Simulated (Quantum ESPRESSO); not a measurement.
# ZrS2 (P-3m1) in Quantum ESPRESSO: single point with PBE

Aim: the single point of ZrS2 with PBE.

All numbers are computed with Quantum ESPRESSO 7.5; they aren't measurements. Logs are shortened: lines on timing, memory, paths and dates and some standing lists are left out, and cuts for length are marked.

## Step 1: The structure

The structure is trigonal, space group P-3m1 (No. 164). Conventional cell: a = 3.691 Å, b = 3.691 Å, c = 6.041 Å, α = 90.00°, β = 90.00°, γ = 120.00°. Zr (site symmetry -3m) has 6 S at 2.57 Å as nearest neighbours. S (site symmetry 3m) has 3 Zr at 2.57 Å as nearest neighbours.

The cell is a database's computed one.

## Step 2: Single point, PBE

The input, run.py:

```python
import numpy as np
from ase.calculators.espresso import Espresso, EspressoProfile
from ase.io import read

atoms = read('POSCAR')

input_data = {
    'control': {'calculation': 'scf', 'prefix': 'pwscf', 'outdir': './tmp', 'tprnfor': True, 'tstress': True, 'disk_io': 'nowf'},
    'system': {'ecutwfc': 55.0, 'ecutrho': 440.0, 'nbnd': 19, 'occupations': 'smearing', 'smearing': 'fd', 'degauss': 0.00367493},
    'electrons': {'conv_thr': 6e-10, 'electron_maxstep': 120, 'mixing_beta': 0.5},
}
pseudopotentials = {'S': 's_pbe_v1.4.uspp.F.UPF', 'Zr': 'Zr_pbe_v1.uspp.F.UPF'}
profile = EspressoProfile(command='pw.x', pseudo_dir='pseudo')
dft = Espresso(profile=profile, input_data=input_data, pseudopotentials=pseudopotentials, kpts=(8, 8, 5), koffset=(0, 0, 0))
atoms.calc = dft

print(f'energy {atoms.get_potential_energy():.8f} eV')
print('forces (eV/A)')
print(np.round(atoms.get_forces(), 6))
print('stress (eV/A^3, Voigt)')
print(np.round(atoms.get_stress(), 8))
print(f'Fermi level {dft.get_fermi_level():.4f} eV')
```

The input, POSCAR:

```
ZrS2
1.0
    3.6913825498      0.0000000000      0.0000000000
   -1.8456912749      3.1968310632      0.0000000000
    0.0000000000      0.0000000000      6.0410770100
Zr S
1 2
Direct
    0.0000000000      0.0000000000      0.0000000000
    0.3333333333      0.6666666667      0.2379099700
    0.6666666667      0.3333333333      0.7620900300
```

Potentials or basis: SSSP 1.3 efficiency PBE.

The run is started by

```console
> OMP_NUM_THREADS=1 python run.py
```

What it wrote:

```text
energy -2009.46749581 eV
forces (eV/A)
[[ 0.        0.        0.      ]
 [ 0.        0.        0.036755]
 [ 0.        0.       -0.036755]]
stress (eV/A^3, Voigt)
[-0.00030758 -0.00030758 -0.00702941 -0.         -0.          0.        ]
Fermi level 7.0091 eV
```

espresso.pwi:

```text
&CONTROL
   calculation      = 'scf'
   tstress          = .true.
   tprnfor          = .true.
   outdir           = './tmp'
   prefix           = 'pwscf'
   disk_io          = 'nowf'
   pseudo_dir       = 'pseudo'
/
&SYSTEM
   nbnd             = 19
   ecutwfc          = 55.0
   ecutrho          = 440.0
   occupations      = 'smearing'
   degauss          = 0.00367493
   smearing         = 'fd'
   ntyp             = 2
   nat              = 3
   ibrav            = 0
/
&ELECTRONS
   electron_maxstep = 120
   conv_thr         = 6e-10
   mixing_beta      = 0.5
/
&IONS
/
&CELL
/
&FCP
/
&RISM
/
ATOMIC_SPECIES
Zr 91.224 Zr_pbe_v1.uspp.F.UPF
S 32.06 s_pbe_v1.4.uspp.F.UPF

K_POINTS automatic
8 8 5  0 0 0

CELL_PARAMETERS angstrom
3.69138254980000 0.00000000000000 0.00000000000000
-1.84569127490000 3.19683106320000 0.00000000000000
0.00000000000000 0.00000000000000 6.04107701000000

ATOMIC_POSITIONS angstrom
Zr 0.0000000000 0.0000000000 0.0000000000  
S -0.0000000002 2.1312207089 1.4372324502  
S 1.8456912751 1.0656103543 4.6038445598
```

espresso.pwo:

```text
This program is part of the open-source Quantum ESPRESSO suite
     for quantum simulation of materials; please cite
         "P. Giannozzi et al., J. Phys.:Condens. Matter 21 395502 (2009);
         "P. Giannozzi et al., J. Phys.:Condens. Matter 29 465901 (2017);
         "P. Giannozzi et al., J. Chem. Phys. 152 154105 (2020);
     in publications or presentations arising from this work. More details at

Warning: card &CELL ignored
Warning: card &FCP ignored
Warning: card &RISM ignored

     Message from routine setup:
     using ibrav=0 with symmetry is DISCOURAGED, use correct ibrav instead

     G-vector sticks info
     --------------------
     sticks:   dense  smooth     PW     G-vecs:    dense   smooth      PW
     Sum        1483     745    211                75071    26669    4223

     Using Slab Decomposition

     bravais-lattice index     =            0
     lattice parameter (alat)  =       6.9757  a.u.
     unit-cell volume          =     481.0827 (a.u.)^3
     number of atoms/cell      =            3
     number of atomic types    =            2
     number of electrons       =        24.00
     number of Kohn-Sham states=           19
     kinetic-energy cutoff     =      55.0000  Ry
     charge density cutoff     =     440.0000  Ry
     scf convergence threshold =      6.0E-10
     mixing beta               =       0.5000
     number of iterations used =            8  plain     mixing
     Exchange-correlation=  SLA  PW   PBX  PBC
                           (   1   4   3   4   0   0   0)

     celldm(1)=   6.975702  celldm(2)=   0.000000  celldm(3)=   0.000000
     celldm(4)=   0.000000  celldm(5)=   0.000000  celldm(6)=   0.000000

     crystal axes: (cart. coord. in units of alat)
               a(1) = (   1.000000   0.000000   0.000000 )
               a(2) = (  -0.500000   0.866025   0.000000 )
               a(3) = (   0.000000   0.000000   1.636535 )

     reciprocal axes: (cart. coord. in units 2 pi/alat)
               b(1) = (  1.000000  0.577350 -0.000000 )
               b(2) = (  0.000000  1.154701  0.000000 )
               b(3) = (  0.000000 -0.000000  0.611047 )

     PseudoPot. # 1 for Zr read from file:
     Zr_pbe_v1.uspp.F.UPF
     Pseudo is Ultrasoft + core correction, Zval = 12.0
     Generated by new atomic code, or converted to UPF format
     Using radial grid of  887 points,  6 beta functions with:
                l(1) =   0
                l(2) =   0
                l(3) =   1
                l(4) =   1
                l(5) =   2
                l(6) =   2
     Q(r) pseudized with  6 coefficients,  rinner =    1.200   1.200   1.200
                                                       1.200   1.200

     PseudoPot. # 2 for S  read from file:
     s_pbe_v1.4.uspp.F.UPF
     Pseudo is Ultrasoft + core correction, Zval =  6.0
     Generated by new atomic code, or converted to UPF format
     Using radial grid of  907 points,  6 beta functions with:
                l(1) =   0
                l(2) =   0
                l(3) =   1
                l(4) =   1
                l(5) =   2
                l(6) =   2
     Q(r) pseudized with  8 coefficients,  rinner =    1.300   1.300   1.300
                                                       1.300   1.300

     atomic species   valence    mass     pseudopotential
     Zr               12.00    91.22400     Zr( 1.00)
     S                 6.00    32.06000     S ( 1.00)

     12 Sym. Ops., with inversion, found

   Cartesian axes

     site n.     atom                  positions (alat units)
         1        Zr     tau(   1) = (   0.0000000   0.0000000   0.0000000  )
         2        S      tau(   2) = (  -0.0000000   0.5773503   0.3893480  )
         3        S      tau(   3) = (   0.5000000   0.2886751   1.2471871  )

     number of k points=    40  Fermi-Dirac smearing, width (Ry)=  0.0037
                       cart. coord. in units 2pi/alat
        k(    1) = (   0.0000000   0.0000000   0.0000000), wk =   0.0062500
        k(    2) = (   0.0000000   0.0000000   0.1222094), wk =   0.0125000
        k(    3) = (   0.0000000   0.0000000   0.2444188), wk =   0.0125000
        k(    4) = (   0.0000000   0.1443376   0.0000000), wk =   0.0375000
        k(    5) = (   0.0000000   0.1443376   0.1222094), wk =   0.0375000
        k(    6) = (   0.0000000   0.1443376   0.2444188), wk =   0.0375000
[... 32 lines left out ...]
        k(   39) = (  -0.1250000   0.5051815  -0.1222094), wk =   0.0750000
        k(   40) = (  -0.1250000   0.5051815  -0.2444188), wk =   0.0750000

     Dense  grid:    75071 G-vectors     FFT dimensions: (  48,  48,  80)

     Smooth grid:    26669 G-vectors     FFT dimensions: (  36,  36,  54)

     Initial potential from superposition of free atoms

     starting charge      23.9978, renormalised to      24.0000

     negative rho (up, down):  5.991E-02 0.000E+00
     Starting wfcs are   21 randomized atomic wfcs

     Self-consistent Calculation

     iteration #  1     ecut=    55.00 Ry     beta= 0.50
     Davidson diagonalization with overlap
     ethr =  1.00E-02,  avg # of iterations =  4.2

     Threshold (ethr) on eigenvalues was too large:
     Diagonalizing with lowered threshold

     Davidson diagonalization with overlap
     ethr =  8.49E-04,  avg # of iterations =  1.1

     negative rho (up, down):  6.114E-02 0.000E+00

     total energy              =    -147.63891291 Ry
     estimated scf accuracy    <       0.20655476 Ry

     iteration #  2     ecut=    55.00 Ry     beta= 0.50
     Davidson diagonalization with overlap
     ethr =  8.61E-04,  avg # of iterations =  2.0
[... 78 lines left out ...]
     iteration # 11     ecut=    55.00 Ry     beta= 0.50
     Davidson diagonalization with overlap
     ethr =  9.04E-12,  avg # of iterations =  2.9

     negative rho (up, down):  6.264E-02 0.000E+00

     End of self-consistent calculation

          k = 0.0000 0.0000 0.0000 (  3357 PWs)   bands (ev):

   -42.5110 -20.5682 -20.4210 -20.4210  -6.0838  -4.6897   2.2886   3.7179
     3.7179   6.3949   6.3949   6.4373   8.0773   8.0773   8.9199  11.4888
    11.4888  12.2567  12.3817

          k = 0.0000 0.0000 0.1222 (  3321 PWs)   bands (ev):

   -42.5110 -20.5683 -20.4210 -20.4210  -6.0284  -4.7799   2.5268   3.7272
     3.7272   5.9320   6.3610   6.3610   8.0686   8.0686   9.0763  11.5839
    11.5839  12.4586  12.7476
[... 55 lines left out ...]
          k = 0.0000 0.4330 0.2444 (  3319 PWs)   bands (ev):

   -42.4961 -20.6315 -20.5218 -20.4667  -5.2224  -4.7646   2.4508   3.2134
     3.9700   4.4315   5.4765   5.8030   7.6261   9.6057   9.9304  11.6304
    11.7456  13.0383  13.7794

          k = 0.0000-0.5774 0.0000 (  3346 PWs)   bands (ev):

   -42.4936 -20.6665 -20.5137 -20.4745  -5.1311  -4.7020   2.2281   3.9289
     4.0433   4.1427   4.8376   5.3195   7.6843   9.7311   9.9909  12.1620
    12.4259  13.1859  14.3976

          k = 0.0000-0.5774 0.1222 (  3314 PWs)   bands (ev):

   -42.4936 -20.6664 -20.5138 -20.4745  -5.1552  -4.6715   2.1957   3.6591
     4.0021   4.2517   5.1553   5.3882   7.6427   9.7285   9.9910  12.0198
    12.4564  12.9526  14.1249

          k = 0.0000-0.5774 0.2444 (  3318 PWs)   bands (ev):

   -42.4936 -20.6664 -20.5138 -20.4745  -5.1889  -4.6272   2.1367   3.4593
     3.9423   4.2861   5.4937   5.6153   7.5415   9.7238   9.9903  11.8124
    12.3844  12.8607  13.7113

          k = 0.1250 0.2165 0.0000 (  3294 PWs)   bands (ev):

   -42.5041 -20.5471 -20.5157 -20.4464  -5.6551  -4.7924   2.8776   3.4397
     3.8736   4.6290   5.3451   6.3245   8.4251   8.6878   9.4942  11.1075
    11.3891  14.0330  14.5426
[... 115 lines left out ...]
          k = 0.0000 0.4330-0.2444 (  3319 PWs)   bands (ev):

   -42.4961 -20.6315 -20.5218 -20.4667  -5.1635  -4.8364   2.5214   3.3200
     3.9997   4.4659   5.4162   5.4208   7.6857   9.6202   9.8422  11.7363
    12.1566  12.9583  14.2582

          k =-0.1250 0.3608-0.1222 (  3314 PWs)   bands (ev):

   -42.4979 -20.5932 -20.5281 -20.4743  -5.1895  -4.9301   3.0805   3.3531
     3.8250   4.3343   4.8437   5.6060   8.3394   9.0590   9.8986  11.2377
    12.0599  14.1771  15.4934

          k =-0.1250 0.3608-0.2444 (  3312 PWs)   bands (ev):

   -42.4979 -20.5932 -20.5282 -20.4743  -5.1280  -4.9920   2.9000   3.2105
     4.0508   4.5023   4.8986   5.6501   8.2773   9.0539   9.9157  11.2796
    11.6554  14.1809  15.0162

          k =-0.1250 0.5052-0.1222 (  3319 PWs)   bands (ev):

   -42.4936 -20.6466 -20.5142 -20.4947  -5.0636  -4.7751   2.4753   3.4752
     4.1474   4.3285   4.7792   5.1116   8.1457   9.5379   9.8813  11.5729
    12.5619  13.5201  14.7647

          k =-0.1250 0.5052-0.2444 (  3312 PWs)   bands (ev):

   -42.4936 -20.6466 -20.5143 -20.4947  -5.1030  -4.7280   2.4118   3.3042
     4.0702   4.4177   4.9188   5.4174   8.0233   9.5419   9.8711  11.5045
    12.6970  13.1273  14.2657

     the Fermi energy is     7.0091 ev

!    total energy              =    -147.69314973 Ry
     estimated scf accuracy    <          1.9E-10 Ry
     smearing contrib. (-TS)   =      -0.00000012 Ry
     internal energy E=F+TS    =    -147.69314962 Ry

     The total energy is F=E-TS. E is the sum of the following terms:
     one-electron contribution =     -55.14211284 Ry
     hartree contribution      =      35.33494701 Ry
     xc contribution           =     -34.66888206 Ry
     ewald contribution        =     -93.21710172 Ry

     convergence has been achieved in  11 iterations

     negative rho (up, down):  6.264E-02 0.000E+00

     Forces acting on atoms (cartesian axes, Ry/au):

     atom    1 type  1   force =     0.00000000    0.00000000    0.00000000
     atom    2 type  2   force =     0.00000000    0.00000000    0.00142954
     atom    3 type  2   force =     0.00000000    0.00000000   -0.00142954

     Total force =     0.002022     Total SCF correction =     0.000015

     Computing stress (Cartesian axis) and pressure

     negative rho (up, down):  6.264E-02 0.000E+00
          total   stress  (Ry/bohr**3)                   (kbar)     P=        4.08
   0.00000335  -0.00000000   0.00000000            0.49       -0.00        0.00
  -0.00000000   0.00000335   0.00000000           -0.00        0.49        0.00
  -0.00000000  -0.00000000   0.00007656           -0.00       -0.00       11.26

=------------------------------------------------------------------------------=
   JOB DONE.
=------------------------------------------------------------------------------=
```

Run time: 89 s. Hardware: 1 thread of Intel Xeon Platinum 8259CL at 2.50GHz (Skylake/Cascade Lake), shared host; peak memory 0.34 GiB.

Results:

| Quantity | Value |
| --- | --- |
| Free energy | -2009.4677 eV |
| Pressure | 0.4 GPa |
| Largest force | 0.037 eV/Å |
| Band gap on the k mesh | 1.06 eV, indirect (least direct gap 1.64 eV) |

Forces in eV/Å, atoms in the order of the input:
```
Zr   0.000  0.000  0.000
S    0.000  0.000  0.037
S    0.000  0.000 -0.037
```

Stress tensor (GPa, compression positive):
```
0.05 0.00 0.00
0.00 0.05 0.00
0.00 0.00 1.13
```

Caveat: an odd mesh through Γ misses points on the zone boundary, where band edges often lie; this functional lacks dispersion, which binds the layers, so the pressure and a relaxed spacing across them are unreliable.

## Step 3: The reference run

An earlier run on the cell as given: functional PBE; potentials or basis SSSP 1.3 efficiency PBE; cutoff 748 eV; density cutoff 5987 eV; k mesh 8 × 8 × 5; occupations fermi-dirac, width 0.05 eV; no spin polarisation.

- Pressure: 0.4 GPa
- Largest force: 0.037 eV/Å
- Band gap on the k mesh: 1.06 eV, indirect (least direct gap 1.64 eV)

## Step 4: Against experiment

Step 2. The gap isn't set beside the measured one, since this odd mesh misses points on the zone boundary.
